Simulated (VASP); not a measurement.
Method: PBE GGA, VASP's PBE PAW potentials (set 64) (plane waves; VASP).

VASP input:

### INCAR
```
SYSTEM  =  ZnTe
PREC  =  Normal; ENCUT  =  500; LREAL  =  F
LASPH  =  T; NBANDS  =  100
EDIFF  =  1E-8; NELM  =  1; ALGO  =  Exact
ISMEAR  =  0; SIGMA  =  0.01
GGA  =  PE
LWAVE  =  T; LCHARG  =  F
LOPTICS  =  T
```

POSCAR:
```
ZnTe
1.0
  0.0000000000   3.0500000000   3.0500000000
  3.0500000000   0.0000000000   3.0500000000
  3.0500000000   3.0500000000   0.0000000000
Zn Te
1 1
Cart
  0.0000000000   0.0000000000   0.0000000000
  1.5250000000   1.5250000000   1.5250000000
```

### KPOINTS
```
Automatic mesh
0
Gamma
4 4 4
0 0 0
```

POTCAR, in this order: Zn_sv_GW Te_GW (PBE.64 set). Program: vasp_std. Read from the step before: WAVECAR.

Output of the run:

File OSZICAR:
```
       N       E                     dE             d eps       ncg     rms          rms(c)
DIA:   1    -0.511237185823E+01   -0.51124E+01    0.00000E+00     0   0.000E+00
   1 F= -.51123719E+01 E0= -.51123719E+01  d E =0.000000E+00
 imaginary and real dielectric function
```

**OUTCAR**
```


 plasma frequency squared (from intraband transitions) (eV^2)
  --------------------------------------------------------------------------------------
       0.000       0.000       0.000
       0.000       0.000       0.000
       0.000       0.000       0.000

 plasma frequency squared (from interband transitions, int dw w eps(2)(w)) (eV^2)
  --------------------------------------------------------------------------------------
     384.260       0.000       0.000      -0.000      -0.000      -0.000
       0.000       0.000     384.260       0.000       0.000      -0.000
      -0.000       0.000       0.000       0.000     384.260       0.000
```
(Selected blocks of OUTCAR.)

### OUTCAR
```
 val. band max:        4.0146621669   @ k =   0.0000   0.0000   0.0000

 cond. band min:       5.2491445992   @ k =   0.0000   0.0000   0.0000



 k-point     1 :       0.0000    0.0000    0.0000
  band No.  band energies     occupation
      1    -121.7276      2.00000
      2     -75.9137      2.00000
      3     -75.9135      2.00000
      4     -75.9135      2.00000
      5      -7.7751      2.00000
      6      -2.9138      2.00000
      7      -2.9137      2.00000
      8      -2.9137      2.00000
      9      -2.6828      2.00000
     10      -2.6828      2.00000
     11       4.0146      2.00000
     12       4.0146      2.00000
     13       4.0147      2.00000
     14       5.2491      0.00000
     15       8.3948      0.00000
     16       8.3948      0.00000
     17       8.3950      0.00000
     18      11.3121      0.00000
     19      13.7039      0.00000
     20      13.7039      0.00000
     21      14.6025      0.00000
     22      14.6025      0.00000
     23      14.6025      0.00000
     24      17.4970      0.00000
     25      25.6097      0.00000
     26      25.6097      0.00000
     27      25.6097      0.00000
     28      27.5970      0.00000
     29      27.5970      0.00000
     30      27.5971      0.00000
     31      28.4358      0.00000
     32      28.4358      0.00000
     33      28.4358      0.00000
     34      29.1772      0.00000
     35      29.1772      0.00000
     36      34.3301      0.00000
     37      34.8340      0.00000
     38      34.8340      0.00000
     39      34.8340      0.00000
     40      35.6101      0.00000
     41      38.9968      0.00000
     42      38.9971      0.00000
     43      38.9971      0.00000
     44      40.3555      0.00000
     45      40.3555      0.00000
     46      40.3556      0.00000
     47      40.5271      0.00000
     48      40.5271      0.00000
     49      40.7477      0.00000
     50      40.7478      0.00000
     51      40.7478      0.00000
     52      40.9616      0.00000
...
```

The density is held fixed in this step, so its total energy and stress have no physical meaning. Unless said otherwise, spin-orbit coupling is left out, though it shifts the bands of the heavy elements here.

The compound is ZnTe in the zinc blende structure. The cell was not relaxed at this level. The k-mesh is coarse (spacing up to 0.45 per Å, 2π included), so the numbers may not be converged in it.
